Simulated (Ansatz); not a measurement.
Guessed and relaxed cells of Hf₂C₅

Recipe of this trial structure of Hf₂C₅: species swapped into a database cell of Rb2Te5 (C2/m, No. 12), with Hf on the Rb sites and C on the Te sites. Lengths were set from tabulated atomic sizes, so they are only a guess.

start.cif

```cif
data_structure
_symmetry_space_group_name_H-M 'C2/m'
_symmetry_Int_Tables_number 12
_cell_length_a 8.6472
_cell_length_b 6.8320
_cell_length_c 4.2799
_cell_angle_alpha 90.000
_cell_angle_beta 116.964
_cell_angle_gamma 90.000
_cell_volume 225.36
loop_
_atom_site_label
_atom_site_type_symbol
_atom_site_symmetry_multiplicity
_atom_site_Wyckoff_symbol
_atom_site_fract_x
_atom_site_fract_y
_atom_site_fract_z
_atom_site_occupancy
Hf1 Hf 4 i 0.81837 0.50000 0.64140 1
C1 C 2 a 0.00000 0.00000 0.00000 1
C2 C 8 j 0.09226 0.23766 0.75896 1
```

Level of theory: DFT PBE, scalar-relativistic, plane waves, PAW in Ansatz 0.2.0. Cutoff 420 eV, Gaussian smearing, Γ-centred meshes. Cell and atoms relax first on a coarse mesh, the cell is then made exact in the group found at 0.06 to 0.08 Å, and last on a converged mesh; the steps can't lower the symmetry of their start. No spin polarisation.

end.cif

```cif
data_structure
_symmetry_space_group_name_H-M 'C2/m'
_symmetry_Int_Tables_number 12
_cell_length_a 6.8952
_cell_length_b 6.8097
_cell_length_c 3.3406
_cell_angle_alpha 90.000
_cell_angle_beta 108.615
_cell_angle_gamma 90.000
_cell_volume 148.65
loop_
_atom_site_label
_atom_site_type_symbol
_atom_site_symmetry_multiplicity
_atom_site_Wyckoff_symbol
_atom_site_fract_x
_atom_site_fract_y
_atom_site_fract_z
_atom_site_occupancy
Hf1 Hf 4 i 0.75070 0.50000 0.74003 1
C1 C 2 a 0.00000 0.00000 0.00000 1
C2 C 8 j 0.06786 0.30519 0.68934 1
```

The symmetry stays C2/m (No. 12). The volume per atom shrinks by 34.0 %, from 16.1 to 10.6 Å³. The shortest distance goes from 2.06 Å (C–C) to 1.31 Å (C–C).

```yaml
Volume_per_atom: 10.62 Å³
Density: 9.32 g/cm³
Energy_over_the_elements: +0.46 eV/atom
Gap_on_the_8×8×10_mesh_of_the_7-atom_cell: 0 eV (a metal)
```

The zero of energy is the elements' standard structures at the same level; no fitted shifts are applied. A positive value: parting into the elements would lower its energy.

The last run used Gaussian smearing of 0.10 eV. Spin–orbit coupling, which can matter for Hf, is left out. The reference form of C is held partly by dispersion forces, which this level lacks. Symmetry constrained the relaxation, so the result can be a saddle point. Another cell of the same search, in C2, lies 0.42 eV/atom lower, so this cell isn't the stable form at this level.
